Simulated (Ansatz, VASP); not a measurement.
# Cross-check of SnSe2 between VASP and Ansatz, part 2 of 2

One calculation is typed for both programs; each brings its own data sets. How far apart do they land? Of the first pair: The structure shown is the start of the Ansatz relaxation below; VASP solves that cell, so the two are compared at the walk's first step.

VASP 6.6.1 and Ansatz 0.2.0.

So far. Step 4 (Side by side): The forces differ by 8.0 meV/Å r.m.s., which is 2.1 % of the r.m.s. force of 0.375 eV/Å (both taken over all components). With vacuum in the cell, a pressure given here is an average over mostly empty space and none of the material.

## 5. Ansatz: relaxation, PBE with D3(BJ)

Level of this step: Ansatz beside VASP: Kohn-Sham DFT, plane waves, PBE with D3(BJ) (Ansatz).

This run makes the geometry at which the two programs are then compared.

The structure compared here is the end of the Ansatz relaxation.

The input, input.yaml:

```yaml
crystal:
  lattice:
    - [3.811, 0.0, 0.0]
    - [-1.9055, 3.300422814, 0.0]
    - [0.0, 0.0, 18.055728]
  atoms:
    - { symbol: Se, position: [0.333333333, 0.666666667, 0.584619352] }
    - { symbol: Sn, position: [0.0, 0.0, 0.5] }
    - { symbol: Se, position: [0.666666667, 0.333333333, 0.415380648] }
kpoints:
  mp_grid: { grid: [6, 6, 1] }
scf:
  occupations: { method: fermi_dirac, width: 0.02 }
  n_extra_bands: 8
hamiltonian:
  xc: pbe
  pseudopotentials: { kind: paw }
  dispersion: d3bj
output:
  forces: true
  write_potential: true
  volumetric_format: []
relax:
  f_tol: 0.03
  max_steps: 45
  cell: { fix: [c, alpha, beta] }
```

Run with:

```bash
$ ansatz run input.yaml --threads 8 --pin off --max-ram 14336MiB --backend cpu --events-out ev --progress --plain --runs-dir out
```

Numbers of over 12 decimals in the logs are rounded to 6 here.

The log of the run:

```text
[...]
Crystal: 3 atoms, lattice volume = 227.103 Å³
Basis set: ecut = 420 eV, 4429 PW (Γ), exchange–correlation on 54×54×250 points (8 copies of the dense FFT grid, shifted against one another)
Bands: 31, of which v1, the nominal top of the filled ones, is band 23 counted from 1 (22 counted from 0)
Symmetry: 12 space group operations
[...]
k-points: 7 of 36
[...]
--- Relaxed structure (4 steps of the walk, 3 accepted, 1 SCFs on fresh bases) ---
[...]
cell:  # Å, volume = 229.2157 Å³
    - [3.828682, 0.0, 0]
    - [-1.914341, 3.315736, 0]
    - [0, 0, 18.055728]
  atoms:
    - { symbol: Se, position: [0.333333, 0.666667, 0.588549] }
    - { symbol: Sn, position: [0, 0, 0.5] }
    - { symbol: Se, position: [0.666667, 0.333333, 0.411451] }
[key lines of the parts left out:]
SCF converged after 9 iterations
Free energy (F): -16964.124169 eV
Fermi energy:    -0.864036 eV
P = ⅓ Tr σ = -0.0142 GPa (-0.142 kbar)
```

## 6. VASP: single point, PBE with D3(BJ), relaxed cell, pair 2

The same cell, functional, mesh and smearing now go to VASP, with its own data sets.

The input, INCAR:

```
SYSTEM = SnSe2
PREC = Accurate
ENCUT = 500
EDIFF = 1E-06
NELM = 120
ISMEAR = -1
SIGMA = 0.02
LREAL = .FALSE.
ALGO = Normal
GGA = PE
IVDW = 12
NBANDS = 19
LORBIT = 11
LWAVE = .FALSE.
LCHARG = .FALSE.
ISIF = 2
LASPH = .TRUE.
GGA_COMPAT = .FALSE.
EFERMI = MIDGAP
```

The input, POSCAR:

```
SnSe2
1.0
    3.8286823885      0.0000000000      0.0000000000
   -1.9143411942      3.3157362114      0.0000000000
    0.0000000000      0.0000000000     18.0557280000
Se Sn
2 1
Direct
    0.3333333333      0.6666666667      0.5885486544
    0.6666666667      0.3333333333      0.4114513456
    0.0000000000      0.0000000000      0.5000000000
```

The input, KPOINTS:

```
Automatic mesh
0
Gamma
6 6 1
0 0 0
```

The projector-augmented-wave data sets are Se and Sn_d (PBE family, release 64).

Run with:

```bash
$ mpirun -np 1 vasp_std
```

The log of the run:

```text
[... set-up lines as in an earlier step ...]
 entering main loop
       N       E                     dE             d eps       ncg     rms          rms(c)
DAV:   1     0.189418889550E+03    0.18942E+03   -0.11117E+04   274   0.111E+03
DAV:   2     0.110103659893E+02   -0.17841E+03   -0.17297E+03   310   0.246E+02
DAV:   3    -0.115067802738E+02   -0.22517E+02   -0.22259E+02   358   0.103E+02
DAV:   4    -0.121071532626E+02   -0.60037E+00   -0.59997E+00   334   0.196E+01
[...]
DAV:  18    -0.118437924546E+02   -0.55940E-05   -0.22585E-07   250   0.252E-03    0.437E-04
DAV:  19    -0.118437935825E+02   -0.11278E-05   -0.40184E-08   246   0.643E-04    0.194E-04
DAV:  20    -0.118437938377E+02   -0.25518E-06   -0.52909E-09   229   0.327E-04
   1 F= -.12601314E+02 E0= -.12601314E+02  d E =-.635698E-09
```

From OUTCAR (step 6):

```text
 Edisp (eV)   -0.75752

  Total       0.00993     0.00993     0.00864     0.00000     0.00000    -0.00000
  in kB       0.06944     0.06944     0.06042     0.00000     0.00000    -0.00000
  external pressure =        0.07 kB  Pullay stress =        0.00 kB

 POSITION                                       TOTAL-FORCE (eV/Angst)
 -----------------------------------------------------------------------------------
     -0.00000      2.21049     10.62667        -0.000000     -0.000000      0.009026
      1.91434      1.10525      7.42905         0.000000      0.000000     -0.009026
      0.00000      0.00000      9.02786         0.000000      0.000000      0.000000
 -----------------------------------------------------------------------------------
    total drift:                               -0.000000     -0.000000      0.000000

  FREE ENERGIE OF THE ION-ELECTRON SYSTEM (eV)
  ---------------------------------------------------
  free  energy   TOTEN  =       -12.6013139630 eV

  energy  without entropy=      -12.6013139624  energy(sigma->0) =      -12.60131396

[... 1 part as in an earlier step ...]

[... 2 further parts left out ...]
[key lines of the parts left out:]
E-fermi :  -2.1945
```

## 7. Differences

What differs besides the data sets and the points named for the pairs above, as far as they apply: the data sets hold 46 valence electrons in Ansatz (on its default PAW (the set named soft_2) files) and 26 in VASP; the cutoff is 420 eV in Ansatz and 500 eV in VASP; Ansatz's pressure holds a Pulay correction, VASP's none. Total energies have different zeros and are not compared.

The two programs side by side:

| quantity | Ansatz | VASP | difference |
| --- | --- | --- | --- |
| pressure (GPa) | -0.01 | 0.01 | -0.02 |
| gap on the k mesh (eV) | 0.785 | 0.782 | +0.003 |

At this near-relaxed geometry the largest component of a force difference is 14 meV/Å. A gap on the mesh is an upper bound, since the band edges may lie between its points. With vacuum in the cell, a pressure given here is an average over mostly empty space and none of the material.

## 8. Summary of results

- r.m.s. force difference (single point, PBE with D3(BJ), start cell, pair 1): 2.1 % of the r.m.s. force
- difference in gap on the k mesh (single point, PBE with D3(BJ), relaxed cell, pair 2): 0.0030 eV
- r.m.s. force difference (single point, PBE with D3(BJ), relaxed cell, pair 2): 6.5 meV/Å

In words: The r.m.s. force difference is 2.1 % of the r.m.s. force (single point, PBE with D3(BJ), start cell, pair 1), within the 3 % picked in this series as the mark of a large difference. The data sets hold unlike numbers of valence electrons (46 in Ansatz and 26 in VASP), so part of the differences comes from the potentials. Such differences can come from data sets, numerical settings and the points named under the comparisons, not from the functional's error against experiment.

[Lines on the potential files, build, host, timing and source positions are cut from VASP's logs without a mark.]

[Logs are printed without paths, hosts, clocks, repeated set-up lines and the standing remarks that a program may print on its own settings, such as how far it seeks lower states.]

[Hosts, paths, dates, database ids (printed as entryN), source tags and the programs' standing remarks are cut or masked in the printed files.]
